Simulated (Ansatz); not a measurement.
Input of an Ansatz 0.2.0 run:

The input input.yaml:

```yaml
crystal:
  lattice:
    - [0.0, 4.1175163063, 4.2628978354]
    - [2.3895119538, 0.0, 4.2628978354]
    - [2.3895119538, 4.1175163063, 0.0]
  atoms:
    - { symbol: Ti, position: [0.75, 0.75, 0.75] }
    - { symbol: Ti, position: [0.5, 0.5, 0.5] }
    - { symbol: Si, position: [0.41256561, 0.08743439, 0.41256561] }
    - { symbol: Si, position: [0.08743439, 0.41256561, 0.08743439] }
    - { symbol: Si, position: [0.16256561, 0.83743439, 0.16256561] }
    - { symbol: Si, position: [0.83743439, 0.16256561, 0.83743439] }
hamiltonian:
  xc: blyp
  pseudopotentials: { kind: paw }
kpoints:
  mp_grid: { grid: [7, 7, 7] }
scf:
  occupations: { method: fermi_dirac, width: 0.05 }
  n_extra_bands: 15
output:
  forces: true
  stress: true
  eigenvalues: true
  dos: { projected: true, de: 0.05, nscf_kmesh: { grid: [11, 11, 11] } }
```

Potentials or basis: Ansatz PAW.

Command:

```bash
$ ansatz run input.yaml --threads 2 --pin off --max-ram 5632MiB --backend cpu --events-out ev --progress --plain --runs-dir out
```

Problem. Predict the band gap on the k mesh.

Solution. None (metal or under the smearing width).

Problem. What does it give for the largest force?

Solution. 0.017 eV/Å.

Problem. What does it give for the density of states at the Fermi level?

Solution. 2.37 states/eV per cell.

States per cell in windows of 1 eV (zero at the Fermi level; states under -8 eV left out):
```csv
from (eV),total,Ti 3d,Si 3p,Si 3s,Ti 4s,Ti 3s,Ti 3p
-8.0,1.40,0.17,0.49,0.67,0.05,0.01,0.01
-7.0,1.34,0.16,0.44,0.65,0.06,0.01,0.01
-6.0,1.19,0.15,0.54,0.42,0.06,0.01,0.01
-5.0,2.03,0.28,1.34,0.25,0.10,0.03,0.02
-4.0,2.31,0.40,1.44,0.31,0.10,0.02,0.02
-3.0,3.41,0.88,2.06,0.29,0.07,0.01,0.03
-2.0,4.60,2.09,2.13,0.19,0.04,0.00,0.02
-1.0,3.46,2.23,0.98,0.10,0.02,0.00,0.01
0.0,2.11,1.51,0.44,0.06,0.01,0.00,0.00
1.0,2.66,1.84,0.49,0.17,0.03,0.00,0.00
2.0,6.05,4.01,1.12,0.61,0.06,0.01,0.00
3.0,4.65,2.32,1.07,0.63,0.24,0.01,0.00
4.0,4.45,1.50,1.62,0.43,0.29,0.02,0.00
5.0,3.23,0.75,1.48,0.21,0.20,0.01,0.00
6.0,4.03,0.65,2.12,0.19,0.25,0.02,0.00
7.0,2.60,0.28,1.18,0.09,0.23,0.02,0.00
```

Caveat: the PAW data sets come from PBE, with cores solved anew for the run's functional, which leaves a small shift of forces and pressure; the density of states is complete only up to the lowest level of the last band computed.
